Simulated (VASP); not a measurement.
# ZnS (Wurtzite-2H) (P6_3mc) in VASP: further runs

Runs on ZnS (Wurtzite-2H). Level: PBE. Tasks: single point.

All numbers are computed with VASP 6.6.1; they aren't measurements. Logs are shortened: lines on timing, memory, paths and dates and some standing lists are left out, and cuts for length are marked.

## 1. The undisturbed crystal

Symmetry: P6_3mc, No. 186, hexagonal system. The conventional cell has a = 3.811 Å, b = 3.811 Å, c = 6.234 Å, α = 90.00°, β = 90.00°, γ = 120.00°. Around Zn (site symmetry 3m) lie 4 S at 2.31 to 2.40 Å. Around S (site symmetry 3m) lie 4 Zn at 2.31 to 2.40 Å.

## 2. Single point, PBE (grid = ENCUT=400 dk=0.45 cell=2x2x1 ISMEAR=0 SIGMA=0.05 LREAL=Auto EDIFF=1e-06)

INCAR

```
SYSTEM = ZnS
ALGO = Fast
EDIFF = 1E-6
ENCUT = 400
GGA = PE
ISIF = 2
ISMEAR = 0
LASPH = .TRUE.
LCHARG = .FALSE.
LREAL = Auto
LWAVE = .FALSE.
NBANDS = 80
NELM = 120
PREC = Accurate
SIGMA = 0.05
```

KPOINTS

```
k-points
0
G
  3 3 3
  0 0 0
```

POSCAR

```
ZnS
1.0
    7.6220000000      0.0000000000      0.0000000000
   -3.8110000000      6.6008456276      0.0000000000
    0.0000000000      0.0000000000      6.2340000000
Zn S
8 8
Direct
    0.3333333334      0.1666666666      0.5000000000
    0.3333333334      0.6666666666      0.5000000000
    0.8333333333      0.1666666666      0.5000000000
    0.8333333333      0.6666666666      0.5000000000
    0.1666666666      0.3333333334      0.0000000000
    0.1666666666      0.8333333333      0.0000000000
    0.6666666666      0.3333333334      0.0000000000
    0.6666666666      0.8333333333      0.0000000000
    0.3333333334      0.1666666666      0.8850000000
    0.3333333334      0.6666666666      0.8850000000
    0.8333333333      0.1666666666      0.8850000000
    0.8333333333      0.6666666666      0.8850000000
    0.1666666666      0.3333333334      0.3850000000
    0.1666666666      0.8333333333      0.3850000000
    0.6666666666      0.3333333334      0.3850000000
    0.6666666666      0.8333333333      0.3850000000
```

Potentials or basis: VASP PAW PBE potentials, release 64 (Zn, S).

Started as:

```bash
$ cat potpaw_PBE.64/Zn/POTCAR potpaw_PBE.64/S/POTCAR > POTCAR
$ mpirun -np 1 vasp_std > vasp.out
```

OUTCAR:

```text
SYSTEM = ZnS
   EDIFF = 1E-6
   ENCUT = 400
   GGA = PE
   ISIF = 2
   ISMEAR = 0
   LASPH = .TRUE.
   LREAL = Auto
   NELM = 120
   PREC = Accurate

 Found      6 irreducible k-points:

 Following reciprocal coordinates:
            Coordinates               Weight
  0.000000  0.000000  0.000000      1.000000
  0.333333  0.000000  0.000000      6.000000
  0.333333  0.333333  0.000000      2.000000
  0.000000  0.000000  0.333333      2.000000
  0.333333  0.000000  0.333333     12.000000
  0.333333  0.333333  0.333333      4.000000
   k-points           NKPTS =      6   k-points in BZ     NKDIM =      6   number of bands    NBANDS=     80
   number of dos      NEDOS =    301   number of ions     NIONS =     16
   total plane-waves  NPLWV = 105000
   dimension x,y,z NGX =    50 NGY =   50 NGZ =   42
   dimension x,y,z NGXF=   100 NGYF=  100 NGZF=   84
   ions per type =               8   8
   NGX,Y,Z   is equivalent  to a cutoff of  10.91, 10.91, 11.20 a.u.
   NGXF,Y,Z  is equivalent  to a cutoff of  21.81, 21.81, 22.40 a.u.
 SYSTEM =  ZnS
   PREC   = accura    normal or accurate (medium, high low for compatibility)
   ISTART =      0    job   : 0-new  1-cont  2-samecut
   ICHARG =      2    charge: 1-file 2-atom 10-const
   ISPIN  =      1    spin polarized calculation?
   LNONCOLLINEAR =      F non collinear calculations
   LSORBIT =      F    spin-orbit coupling
   LASPH  =      T    aspherical Exc in radial PAW
   ENCUT  =  400.0 eV  29.40 Ry    5.42 a.u.  12.43 12.43 10.17*2*pi/ulx,y,z
   NELM   =    120;   NELMIN=  2; NELMDL= -5     # of ELM steps
   EDIFF  = 0.1E-05   stopping-criterion for ELM
   LREAL  =      T    real-space projection
   EDIFFG = 0.1E-04   stopping-criterion for IOM
   NSW    =      0    number of steps for IOM
   IBRION =     -1    ionic relax: 0-MD 1-quasi-New 2-CG
   NFREE  =      0    steps in history (QN), initial steepest desc. (CG)
   ISIF   =      2    stress and relaxation
   ISYM   =      2    0-nonsym 1-usesym 2-fastsym
   POTIM  = 0.5000    time-step for ionic-motion
   TEBEG  =    0.0;   TEEND  =   0.0 temperature during run
   PSTRESS=    0.0 pullay stress
   NELECT =     144.0000    total number of electrons
   NUPDOWN=      -1.0000    fix difference up-down
   EMIN   =  10.00;   EMAX   =-10.00  energy-range for DOS
   EFERMI =   0.00;   METHOD = LEGACY
   ISMEAR =     0;   SIGMA  =   0.05  broadening in eV -4-tet -1-fermi 0-gaus
   EFERMI_NEDOS =   21; number of points for ismear=-14 and -15
   IALGO  =     68    algorithm
   IMIX   =      4    mixing-type and parameters
     AMIX     =   0.40;   BMIX     =  1.00
     AMIX_MAG =   1.60;   BMIX_MAG =  1.00
  volume/ion in A,a.u.               =      19.60       132.29
  Fermi-wavevector in a.u.,A,eV,Ry     =   1.262943  2.386617 21.701647  1.595026
  Thomas-Fermi vector in A             =   2.396326
   LORBIT       =      0    0 simple, 1 ext, 2 COOP (PROOUT), +10 PAW based schemes
   GGA     = PE    functional components
   LHFCALC =     F    Hartree Fock is set to
   AEXX    =    0.0000 exact exchange contribution
   IVDW    =     0    specifies the selected vdW correction
   LEPSILON=     F    determine dielectric tensor
   LRPA    =     F    only Hartree local field effects (RPA)
 non-spin polarized calculation
 RMM-DIIS sequential band-by-band and
 Gauss-broadening in eV      SIGMA  =   0.05
  energy-cutoff  :      400.00
  volume of cell :      313.64
 maximum number of plane-waves:      5726
 NGX is ok and might be reduce to    50
   NGX = 25   NGY = 25   NGZ = 21

 number of electron     143.9999755 magnetization

 Free energy of the ion-electron system (eV)
  ---------------------------------------------------
  ext. energy  EPLUGINS =         0.00000000
  ---------------------------------------------------
  free energy    TOTEN  =       -54.59130273 eV

  energy without entropy =      -54.59130273  energy(sigma->0) =      -54.59130273

 E-fermi :   2.4425     XC(G=0):  -9.6505

 val. band max:        2.1657102649   @ k =   0.0000   0.0000   0.0000
 cond. band min:       4.4164392130   @ k =   0.0000   0.0000   0.0000
 fundamental gap:      2.2507289482
 Fermi energy:         2.4424727068

 k-point     1 :       0.0000    0.0000    0.0000
  band No.  band energies     occupation
      1     -11.0293      2.00000
      2     -10.1058      2.00000
      3     -10.0929      2.00000
      4     -10.0929      2.00000
      5     -10.0929      2.00000
      6      -9.7711      2.00000
[... 72 lines left out ...]
     79       6.4339      0.00000
     80       6.4339      0.00000

 k-point     2 :       0.3333    0.0000    0.0000
  band No.  band energies     occupation
      1     -10.8441      2.00000
      2     -10.3995      2.00000
      3     -10.1072      2.00000
      4     -10.1072      2.00000
      5     -10.0019      2.00000
      6      -9.8139      2.00000
[... 72 lines left out ...]
     79       7.1628      0.00000
     80       7.2940      0.00000

 k-point     3 :       0.3333    0.3333    0.0000
  band No.  band energies     occupation
      1     -10.5255      2.00000
      2     -10.5255      2.00000
      3     -10.5255      2.00000
      4      -9.8553      2.00000
      5      -9.8553      2.00000
      6      -9.8553      2.00000
[... 72 lines left out ...]
     79       7.1314      0.00000
     80       7.8710      0.00000

 k-point     4 :       0.0000    0.0000    0.3333
  band No.  band energies     occupation
      1     -10.8258      2.00000
      2     -10.3679      2.00000
      3     -10.0057      2.00000
      4     -10.0057      2.00000
      5     -10.0057      2.00000
      6      -9.8437      2.00000
[... 72 lines left out ...]
     79       5.9998      0.00000
     80       5.9998      0.00000

 k-point     5 :       0.3333    0.0000    0.3333
  band No.  band energies     occupation
      1     -10.6547      2.00000
      2     -10.2579      2.00000
      3     -10.2360      2.00000
      4     -10.0155      2.00000
      5     -10.0155      2.00000
      6      -9.9645      2.00000
[... 72 lines left out ...]
     79       7.0575      0.00000
     80       7.0615      0.00000

 k-point     6 :       0.3333    0.3333    0.3333
  band No.  band energies     occupation
      1     -10.3676      2.00000
      2     -10.3676      2.00000
      3     -10.3676      2.00000
      4     -10.0326      2.00000
      5     -10.0326      2.00000
      6     -10.0326      2.00000
[... 72 lines left out ...]
     79       7.1930      0.00000
     80       7.2041      0.00000

------------------------ aborting loop because EDIFF is reached ----------------------------------------

  FORCE on cell =-STRESS in cart. coord.  units (eV):
  Direction    XX          YY          ZZ          XY          YZ          ZX
  --------------------------------------------------------------------------------------
  -------------------------------------------------------------------------------------
  Total        5.7105521      5.7105521      1.6647341      0.0000000      0.0000000      0.0000000
  in kB       29.1711375     29.1711375      8.5039391      0.0000000      0.0000000      0.0000000
  external PRESSURE =      22.2820714 kB  Pullay stress =       0.0000000 kB

 VOLUME and BASIS-vectors are now :
 -----------------------------------------------------------------------------
  energy-cutoff  :      400.00
  volume of cell :      313.64
      direct lattice vectors                 reciprocal lattice vectors
     7.622000000  0.000000000  0.000000000     0.131199160  0.075747871  0.000000000
    -3.811000000  6.600845628  0.000000000     0.000000000  0.151495741  0.000000000
     0.000000000  0.000000000  6.234000000     0.000000000  0.000000000  0.160410651

 POSITION                                       TOTAL-FORCE (eV/Angst)
 -----------------------------------------------------------------------------------
      1.90550      1.10014      3.11700         0.000000      0.000000      0.323260
      0.00000      4.40056      3.11700        -0.000000     -0.000000      0.323260
      5.71650      1.10014      3.11700         0.000000     -0.000000      0.323260
      3.81100      4.40056      3.11700        -0.000000     -0.000000      0.323260
     -0.00000      2.20028      0.00000         0.000000     -0.000000      0.323260
     -1.90550      5.50070      0.00000         0.000000      0.000000      0.323260
[... 8 lines left out ...]
      3.81100      2.20028      2.40009        -0.000000     -0.000000     -0.323260
      1.90550      5.50070      2.40009        -0.000000      0.000000     -0.323260
 -----------------------------------------------------------------------------------
    total drift:                               -0.000004     -0.000005     -0.002154

  FREE ENERGIE OF THE ION-ELECTRON SYSTEM (eV)
  ---------------------------------------------------
  free  energy   TOTEN  =       -54.5913027292 eV

  energy  without entropy=      -54.5913027292  energy(sigma->0) =      -54.59130273
```

OSZICAR:

```text
N       E                     dE             d eps       ncg     rms          rms(c)
DAV:   1     0.122962956747E+04    0.12296E+04   -0.56213E+04   960   0.183E+03
DAV:   2     0.149841326029E+03   -0.10798E+04   -0.10509E+04   960   0.469E+02
DAV:   3    -0.453957997540E+02   -0.19524E+03   -0.18975E+03  1072   0.174E+02
DAV:   4    -0.577053575907E+02   -0.12310E+02   -0.12255E+02  1056   0.451E+01
DAV:   5    -0.580285418445E+02   -0.32318E+00   -0.32243E+00  1096   0.717E+00    0.200E+01
RMM:   6    -0.546820760397E+02    0.33465E+01   -0.11023E+01  1020   0.147E+01    0.156E+01
RMM:   7    -0.545582044735E+02    0.12387E+00   -0.59571E+00  1038   0.934E+00    0.588E+00
RMM:   8    -0.546425533084E+02   -0.84349E-01   -0.12462E+00  1061   0.467E+00    0.318E+00
RMM:   9    -0.546000365226E+02    0.42517E-01   -0.47818E-01  1029   0.375E+00    0.164E+00
RMM:  10    -0.545899866774E+02    0.10050E-01   -0.15105E-01  1047   0.227E+00    0.431E-01
RMM:  11    -0.545920094484E+02   -0.20228E-02   -0.29702E-02  1134   0.577E-01    0.538E-01
RMM:  12    -0.545912373915E+02    0.77206E-03   -0.11581E-02  1054   0.616E-01    0.205E-01
RMM:  13    -0.545912702337E+02   -0.32842E-04   -0.12146E-03  1129   0.170E-01    0.123E-01
RMM:  14    -0.545913038432E+02   -0.33609E-04   -0.33895E-04  1183   0.878E-02    0.113E-01
RMM:  15    -0.545912964247E+02    0.74184E-05   -0.24255E-04  1054   0.764E-02    0.337E-02
RMM:  16    -0.545913024229E+02   -0.59982E-05   -0.79420E-05  1105   0.466E-02    0.228E-02
RMM:  17    -0.545913030017E+02   -0.57877E-06   -0.29845E-05  1186   0.203E-02    0.985E-03
RMM:  18    -0.545913027292E+02    0.27255E-06   -0.11649E-06   625   0.356E-03
   1 F= -.54591303E+02 E0= -.54591303E+02  d E =-.620269E-16
```

stdout:

```text
POSCAR found type information on POSCAR ZnS
 POSCAR found :  2 types and      16 ions
 scaLAPACK will be used
 LDA part: xc-table for (Slater+PW92), standard interpolation
 POSCAR, INCAR and KPOINTS ok, starting setup
 FFT: planning ... GRIDC
 FFT: planning ... GRID_SOFT
 FFT: planning ... GRID
 WAVECAR not read
 entering main loop
```

It took 2.7 min on 1 thread of Intel Xeon Platinum 8488C (Sapphire Rapids), shared host; peak memory 0.34 GiB.

These settings aren't checked as converged: the numbers below hold their error.

What came out:

```yaml
Free_energy: -54.5913 eV
Pressure: 2.2 GPa
Largest_force: 0.323 eV/Å
Band_gap_on_the_k_mesh: 2.25 eV
```

## 3. Single point, PBE (grid = ENCUT=400 dk=0.45 cell=2x2x1 ISMEAR=0 SIGMA=0.05 LREAL=False EDIFF=1e-06)

Changes to INCAR since step 2:

```diff
@@ -9,3 +9,3 @@
 LCHARG = .FALSE.
-LREAL = Auto
+LREAL = .FALSE.
 LWAVE = .FALSE.
```

KPOINTS is that of step 2.

POSCAR is that of step 2.

Potentials or basis: VASP PAW PBE potentials, release 64 (Zn, S).

Started as:

```bash
$ cat potpaw_PBE.64/Zn/POTCAR potpaw_PBE.64/S/POTCAR > POTCAR
$ mpirun -np 1 vasp_std > vasp.out
```

It took 1.8 min on 1 thread of Intel Xeon Platinum 8488C (Sapphire Rapids), shared host; peak memory 0.33 GiB.

These settings aren't checked as converged: the numbers below hold their error.

What came out:

```
Free energy            : -54.5850 eV
Pressure               : 2.2 GPa
Largest force          : 0.323 eV/Å
Band gap on the k mesh : 2.25 eV
```

## 4. Single point, PBE (grid = ENCUT=400 dk=0.45 cell=2x2x1 ISMEAR=0 SIGMA=0.2 LREAL=Auto EDIFF=1e-06)

Changes to INCAR since step 3:

```diff
@@ -9,3 +9,3 @@
 LCHARG = .FALSE.
-LREAL = .FALSE.
+LREAL = Auto
 LWAVE = .FALSE.
@@ -14,2 +14,2 @@
 PREC = Accurate
-SIGMA = 0.05
+SIGMA = 0.2
```

KPOINTS is that of step 3.

POSCAR is that of step 3.

Potentials or basis: VASP PAW PBE potentials, release 64 (Zn, S).

Started as:

```bash
$ cat potpaw_PBE.64/Zn/POTCAR potpaw_PBE.64/S/POTCAR > POTCAR
$ mpirun -np 1 vasp_std > vasp.out
```

OUTCAR:

```text
SYSTEM = ZnS
   EDIFF = 1E-6
   ENCUT = 400
   GGA = PE
   ISIF = 2
   ISMEAR = 0
   LASPH = .TRUE.
   LREAL = Auto
   NELM = 120
   PREC = Accurate

 Found      6 irreducible k-points:

 Following reciprocal coordinates:
            Coordinates               Weight
  0.000000  0.000000  0.000000      1.000000
  0.333333  0.000000  0.000000      6.000000
  0.333333  0.333333  0.000000      2.000000
  0.000000  0.000000  0.333333      2.000000
  0.333333  0.000000  0.333333     12.000000
  0.333333  0.333333  0.333333      4.000000
   k-points           NKPTS =      6   k-points in BZ     NKDIM =      6   number of bands    NBANDS=     80
[... 579 lines left out ...]
  Total        5.7105519      5.7105519      1.6647339      0.0000000      0.0000000      0.0000000
  in kB       29.1711362     29.1711362      8.5039379      0.0000000      0.0000000      0.0000000
  external PRESSURE =      22.2820701 kB  Pullay stress =       0.0000000 kB

 VOLUME and BASIS-vectors are now :
 -----------------------------------------------------------------------------
  energy-cutoff  :      400.00
  volume of cell :      313.64
      direct lattice vectors                 reciprocal lattice vectors
     7.622000000  0.000000000  0.000000000     0.131199160  0.075747871  0.000000000
    -3.811000000  6.600845628  0.000000000     0.000000000  0.151495741  0.000000000
     0.000000000  0.000000000  6.234000000     0.000000000  0.000000000  0.160410651

 POSITION                                       TOTAL-FORCE (eV/Angst)
 -----------------------------------------------------------------------------------
      1.90550      1.10014      3.11700        -0.000000     -0.000000      0.323260
      0.00000      4.40056      3.11700         0.000000     -0.000000      0.323260
      5.71650      1.10014      3.11700        -0.000000     -0.000000      0.323260
      3.81100      4.40056      3.11700        -0.000000     -0.000000      0.323260
     -0.00000      2.20028      0.00000         0.000000      0.000000      0.323260
     -1.90550      5.50070      0.00000         0.000000      0.000000      0.323260
[... 8 lines left out ...]
      3.81100      2.20028      2.40009         0.000000     -0.000000     -0.323260
      1.90550      5.50070      2.40009         0.000000      0.000000     -0.323260
 -----------------------------------------------------------------------------------
    total drift:                               -0.000004     -0.000005     -0.002154

  FREE ENERGIE OF THE ION-ELECTRON SYSTEM (eV)
  ---------------------------------------------------
  free  energy   TOTEN  =       -54.5913027292 eV

  energy  without entropy=      -54.5913027292  energy(sigma->0) =      -54.59130273
```

OSZICAR:

```text
N       E                     dE             d eps       ncg     rms          rms(c)
DAV:   1     0.122958879598E+04    0.12296E+04   -0.56213E+04   960   0.183E+03
DAV:   2     0.149810041538E+03   -0.10798E+04   -0.10510E+04   960   0.469E+02
DAV:   3    -0.453957997542E+02   -0.19521E+03   -0.18988E+03  1072   0.174E+02
DAV:   4    -0.577053575907E+02   -0.12310E+02   -0.12255E+02  1056   0.451E+01
DAV:   5    -0.580285418445E+02   -0.32318E+00   -0.32243E+00  1096   0.717E+00    0.200E+01
RMM:   6    -0.546820760397E+02    0.33465E+01   -0.11023E+01  1020   0.147E+01    0.156E+01
RMM:   7    -0.545582044736E+02    0.12387E+00   -0.59571E+00  1038   0.934E+00    0.588E+00
RMM:   8    -0.546425533084E+02   -0.84349E-01   -0.12462E+00  1061   0.467E+00    0.318E+00
RMM:   9    -0.546000365226E+02    0.42517E-01   -0.47818E-01  1029   0.375E+00    0.164E+00
RMM:  10    -0.545899866774E+02    0.10050E-01   -0.15105E-01  1047   0.227E+00    0.431E-01
RMM:  11    -0.545920094482E+02   -0.20228E-02   -0.29702E-02  1134   0.577E-01    0.538E-01
RMM:  12    -0.545912373914E+02    0.77206E-03   -0.11581E-02  1054   0.616E-01    0.205E-01
RMM:  13    -0.545912702336E+02   -0.32842E-04   -0.12146E-03  1129   0.170E-01    0.123E-01
RMM:  14    -0.545913038430E+02   -0.33609E-04   -0.33895E-04  1183   0.878E-02    0.113E-01
RMM:  15    -0.545912964247E+02    0.74182E-05   -0.24255E-04  1054   0.764E-02    0.337E-02
RMM:  16    -0.545913024230E+02   -0.59982E-05   -0.79420E-05  1105   0.466E-02    0.228E-02
RMM:  17    -0.545913030017E+02   -0.57876E-06   -0.29845E-05  1186   0.203E-02    0.985E-03
RMM:  18    -0.545913027292E+02    0.27255E-06   -0.11649E-06   625   0.356E-03
   1 F= -.54591303E+02 E0= -.54591303E+02  d E =-.894475E-11
```

stdout:

```text
POSCAR found type information on POSCAR ZnS
 POSCAR found :  2 types and      16 ions
 scaLAPACK will be used
 LDA part: xc-table for (Slater+PW92), standard interpolation
 POSCAR, INCAR and KPOINTS ok, starting setup
 FFT: planning ... GRIDC
 FFT: planning ... GRID_SOFT
 FFT: planning ... GRID
 WAVECAR not read
 entering main loop
```

It took 2 min on 1 thread of Intel Xeon Platinum 8488C (Sapphire Rapids), shared host; peak memory 0.34 GiB.

These settings aren't checked as converged: the numbers below hold their error.

Results:

- Free energy: -54.5913 eV
- Pressure: 2.2 GPa
- Largest force: 0.323 eV/Å
- Band gap on the k mesh: 2.25 eV

## 5. Single point, PBE (grid = ENCUT=400 dk=0.45 cell=2x2x1 ISMEAR=0 SIGMA=0.02 LREAL=Auto EDIFF=1e-06)

Changes to INCAR since step 4:

```diff
@@ -14,2 +14,2 @@
 PREC = Accurate
-SIGMA = 0.2
+SIGMA = 0.02
```

KPOINTS is that of step 4.

POSCAR is that of step 4.

Started as:

```bash
$ cat potpaw_PBE.64/Zn/POTCAR potpaw_PBE.64/S/POTCAR > POTCAR
$ mpirun -np 1 vasp_std > vasp.out
```

It took 2.6 min on 1 thread of Intel Xeon Platinum 8488C (Sapphire Rapids), shared host; peak memory 0.33 GiB.

These settings aren't checked as converged: the numbers below hold their error.

What came out:

| Item | Value |
| --- | --- |
| Free energy | -54.5913 eV |
| Pressure | 2.2 GPa |
| Largest force | 0.323 eV/Å |
| Band gap on the k mesh | 2.25 eV |

[end of part 1 of 2]
